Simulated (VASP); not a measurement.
A run of VASP 6.6.1:

File INCAR:

```
SYSTEM = MoSe2
PREC = Accurate ; ENCUT = 600
EDIFF = 1E-6 ; ISMEAR = 0
SIGMA = 0.03 ; LREAL = .False.
LASPH = .True. ; NELM = 80
ALGO = Normal ; ISIF = 3
LWAVE = .False. ; LCHARG = .False.
IBRION = 2 ; NSW = 90
EDIFFG = -0.01 ; LATTICE_CONSTRAINTS = .TRUE. .TRUE. .FALSE.
KPAR = 8
```

KPOINTS

```
Automatic mesh
0
Gamma
  12 12 1
  0 0 0
```

File POSCAR:

```
MoSe2
1.0
    3.2880000000      0.0000000000      0.0000000000
   -1.6440000000      2.8474915300      0.0000000000
    0.0000000000      0.0000000000     40.5750000000
Se Mo
8 4
Direct
    0.3333333300      0.6666666700      0.2218114600
    0.3333333300      0.6666666700      0.3012939000
    0.6666666700      0.3333333300      0.3807763400
    0.6666666700      0.3333333300      0.4602587800
    0.3333333300      0.6666666700      0.5397412200
    0.3333333300      0.6666666700      0.6192236600
    0.6666666700      0.3333333300      0.6987061000
    0.6666666700      0.3333333300      0.7781885400
    0.6666666700      0.3333333300      0.2615526800
    0.3333333300      0.6666666700      0.4205175600
    0.6666666700      0.3333333300      0.5794824400
    0.3333333300      0.6666666700      0.7384473200
```

Potentials or basis: VASP PAW LDA potentials, release 64 (Se, Mo_sv).

The run is started by

```bash
$ cat potpaw_LDA.64/Se/POTCAR potpaw_LDA.64/Mo_sv/POTCAR > POTCAR
$ mpirun -np 8 vasp_std > vasp.out
```

Hardware: 8 MPI ranks on AMD EPYC 9R45 (Zen 5), on a shared host.

Q: How long does it take, and how much memory?

A: It took 31 min on 8 MPI ranks on AMD EPYC 9R45 (Zen 5), on a shared host, peak memory 0.73 GiB a rank. Counts: scf iterations 330, k points 19, ion steps 52.
